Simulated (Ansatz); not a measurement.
input.yaml for Se (Ansatz 0.2.0)

```yaml
crystal:
  lattice:
    - [-1.6636285166, 1.7053047361, 1.7057902482]
    - [1.6659690534, -1.6977168445, 1.7005428933]
    - [1.684506508, 1.7185948359, -1.6982023565]
  atoms:
    - { symbol: Se, position: [0.0, 0.0, 0.0] }
basis:
  ecutwfc: 270
kpoints:
  mp_grid: { grid: [10, 10, 10] }
hamiltonian:
  xc: lda
scf:
  occupations: { method: gaussian, width: 0.1 }
  max_iter: 30
  convergence: { dr2_threshold: "1e-11 eV" }
output:
  forces: true
  stress: true
  eigenvalues: true
```

Command:

```bash
ansatz run input.yaml --threads 1 --pin off --max-ram 1331MiB --backend cpu --events-out ev --progress --plain --runs-dir out
```

From the log (HF is the Harris–Foulkes energy, dr2 the density residual in eV):

```text
Warning: basis.ecutwfc = 270 eV is below the records' recommended 420 eV, and the density's cutoff is lower with it unless basis.ecutrho_ratio is high enough to keep the records' density cutoff: compare with a run at a higher cutoff
Pseudopotential: Se, paw, valence charge 16, recommended cutoff 420 eV (normal)
Crystal: 1 atom, lattice volume = 19.537 Å³
Basis set: ecut = 270 eV, 201 PW (Γ)
Bands: 12, of which v1, the nominal top of the filled ones, is band 8 counted from 1 (7 counted from 0)
Symmetry: 2 space group operations
Space group: P-1 (ITA 2), of the structure as read, at distance tolerance 2.7e-5 Å
k-points: 504 of 1000
PAW frozen core: Se, regenerated for the run's functional, and the local potential with it (the file was generated under x = pbe(κ = 0.804, μ = 0.2195), c = pbe(β = 0.0667))
Initial density: superposition of atomic densities, corrected by the library's trained network
SCF iter   1: HF=-5382.654566 eV  Δρ=4.18e-3  dr2=1.81e-3
SCF iter   2: HF=-5382.639793 eV  Δρ=3.41e-3  dr2=1.90e-3
SCF iter   3: HF=-5382.638553 eV  Δρ=1.76e-3  dr2=5.66e-4
SCF iter   4: HF=-5382.638209 eV  Δρ=2.74e-4  dr2=1.12e-5
SCF iter   5: HF=-5382.638200 eV  Δρ=2.26e-5  dr2=6.96e-8
SCF iter   6: HF=-5382.638201 eV  Δρ=7.24e-6  dr2=7.07e-9
SCF iter   7: HF=-5382.638201 eV  Δρ=6.42e-7  dr2=4.81e-11
SCF iter   8: F=-5382.638201 eV  HF=-5382.638201 eV  Δρ=1.19e-7  dr2=1.50e-12
SCF 1 converged in 8 iterations: F = -5382.638201 eV  dr2 = 1.50e-12
SCF converged after 8 iterations
Free energy (F): -5382.638201 eV
E sigma→0 (E₀):  -5382.634256 eV
Entropy (-TS):   -0.007890 eV (-7.890 meV/atom)
Fermi energy:    11.439539 eV
--- Forces (eV/Å), atoms counted from 1 ---
  atom   1  Se     0.00000000     0.00000000     0.00000000
--- Stress (GPa, compression-positive) ---
       -2.907375       0.548112       0.041906
        0.548112      -2.715071       0.287815
        0.041906       0.287815      -2.627664
  P = ⅓ Tr σ = -2.7500 GPa (-27.500 kbar)
```

These settings were drawn at random to show what each does; none of the numbers is a converged property of the crystal.